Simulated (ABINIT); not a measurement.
Crystal: TiCo.

```
Co Ti
1.0
     2.98611    0.00000    0.00000
     0.00000    2.98611    0.00000
     0.00000    0.00000    2.98611
Co Ti
1 1
Direct
  0.50000 0.50000 0.50000
  0.00000 0.00000 0.00000
```

The cell comes from a database or a generator and needn't be the stable form of this composition.

Base run:

* Program: ABINIT 10.8.3 (patched build)
* Functional: revPBE
* Potentials or basis: JTH PAW PBE v2.0
* Cutoff: 707 eV
* k mesh: 9 × 9 × 9
* Occupations: fermi-dirac, width 0.05 eV
* Spin: collinear spin, ferromagnetic start
* Starting moments: [2.0, 1.0] μB

Its results: band gap on the k mesh none (metal or under the smearing width); pressure 2.9 GPa; net moment 0.83 μB per cell; site moments Co +0.96; Ti -0.04 μB.

Problem. The run is repeated on the same cell with these changes: functional from revPBE to PBEsol; k mesh from 9 × 9 × 9 to 5 × 5 × 5. What comes out?

Solution. Band gap on the k mesh none (metal or under the smearing width); pressure -6.5 GPa; net moment 0.90 μB per cell; site moments Co +0.96; Ti -0.02 μB.

Several settings changed at once, so the effect can't be laid on one alone.

Caveats: some runs use coarse meshes; small starting moments can end in a higher magnetic state in this program; the PAW data sets were made with another functional, which shifts forces and pressure a little.
